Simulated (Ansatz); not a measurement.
Ge under changes of volume

One of the cells (22.639 Å³/atom); the others are scaled copies at fixed shape and fractional positions:

```
Ge
1.0
     0.00000    2.82891    2.82891
     2.82891    0.00000    2.82891
     2.82891    2.82891    0.00000
Ge
2
Direct
  0.75000 0.75000 0.75000
  0.50000 0.50000 0.50000
```

* Program: Ansatz 0.2.0
* Functional: PBEsol
* Potentials or basis: all-electron LAPW, scalar-relativistic
* Cutoff: 342 eV (chosen from the basis error)
* Basis error allowed: 0.0005 eV/atom
* k mesh: 8 × 8 × 8
* Occupations: fermi-dirac, width 0.05 eV
* Spin: no spin polarisation

```tsv
volume (Å³/atom)	energy over the lowest point (meV/atom)	pressure (GPa)
21.281	25.01	5.6
21.733	11.85	3.7
22.186	3.74	2.1
22.639	0.00	0.6
23.092	0.06	-0.7
23.545	3.65	-1.8
23.997	?	?
```

Q: What does the run at 23.997 Å³/atom give?

A: Energy over the lowest point 10.42 meV/atom; pressure -2.9 GPa.

Worked out: A Birch-Murnaghan fit of order 3 (a polynomial in V^(-2/3)) to the other rows has its minimum at 22.85 Å³/atom with B0 = V·E''(V) = 65 GPa and B' = 5.4. It gives 10.16 meV/atom at 23.997 Å³/atom, against the run's 10.42, and -dE/dV = -2.8 GPa, against -2.9.

Energies are extrapolated to zero smearing.
